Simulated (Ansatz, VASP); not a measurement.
## C: VASP beside Ansatz

```
C
1.0
     2.54822    0.00000    0.00000
    -1.27411    2.20682    0.00000
     0.00000    0.00000    4.19792
C
4
Direct
  0.33333 0.66667 0.99960
  0.66667 0.33333 0.49960
  0.33333 0.66667 0.37440
  0.66667 0.33333 0.87440
```

Change from the starting cell: strained cell.

Alike in both runs: functional LDA; k mesh 9 × 9 × 6; occupations gaussian, width 0.02 eV; no spin polarisation.

Ansatz relaxed the structure, and its values are those at the end. VASP's run is a single point on that final structure, the one shown.

|  | VASP | Ansatz |
| --- | --- | --- |
| version | VASP 6.6.1 | Ansatz 0.2.0 |
| potentials or method | VASP PAW LDA potentials, release 64 (C) | scalar-relativistic, plane waves, PAW |
| plane-wave cutoff (eV) | 520 | 420 |
| valence electrons in the cell | 16 | 16 |

|  | VASP | Ansatz | Ansatz less VASP |
| --- | --- | --- | --- |
| gap on the k mesh at the Fermi level (eV) | 3.26 | 3.29 | +0.024 |
| least direct gap on the mesh (eV) | 4.74 | 4.75 | +0.006 |
| pressure (GPa) | -26.1 | -27.5 | -1.36 |

Ansatz warned: «pseudo_functional_mismatch».

Caveats: so large a pressure means that the cell lies far from this level's equilibrium, or that cutoff or potentials fall short (VASP); an odd mesh through Γ misses points on the zone boundary, where band edges often lie.
